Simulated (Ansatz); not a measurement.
Pressure against volume: LiF

```
Li F
1.0
     0.00000    2.01400    2.01400
     2.01400    0.00000    2.01400
     2.01400    2.01400    0.00000
Li F
1 1
Direct
  0.00000 0.00000 0.00000
  0.50000 0.50000 0.50000
```

Conventional cell: a = 4.028 Å, b = 4.028 Å, c = 4.028 Å, α = 90.00°, β = 90.00°, γ = 90.00°. Li (atom 1) has 6 F at 2.01 Å as nearest neighbours. Around F (atom 2) lie 6 Li at 2.01 Å.

The geometry is COD entry 1010990, unchecked; take it as a test cell.

All numbers below come from DFT, LDA, all-electron LAPW, scalar-relativistic (Ansatz 0.2.0).

For LAPW: a Γ-centred 10×10×10 k mesh, Fermi–Dirac smearing of 0.03 eV, basis error target 1 meV/atom, no spin polarisation.

The cell above is scaled evenly, with fractional coordinates and shape held.

```csv
V/V(cell),V (Å³/atom),"P, LAPW (GPa)","gap on the k mesh, LAPW (eV)"
0.9400,7.679,-2.22,9.40
0.9500,7.761,-3.02,9.29
0.9600,7.842,-3.77,9.20
0.9750,7.965,-4.82,9.05
0.9800,8.006,-5.15,9.00
0.9900,8.087,?,8.91
1.0000,8.169,-6.39,8.82
1.0100,8.251,?,8.73
1.0200,8.333,-7.48,8.65
1.0250,8.373,-7.74,8.60
1.0400,8.496,-8.46,8.48
1.0500,8.578,-8.91,8.40
1.0600,8.659,-9.33,8.32
```

Fill in "P, LAPW (GPa)" for the row "0.9900".

-5.79.

What belongs in the row "1.0100", column "P, LAPW (GPa)"?

-6.95.
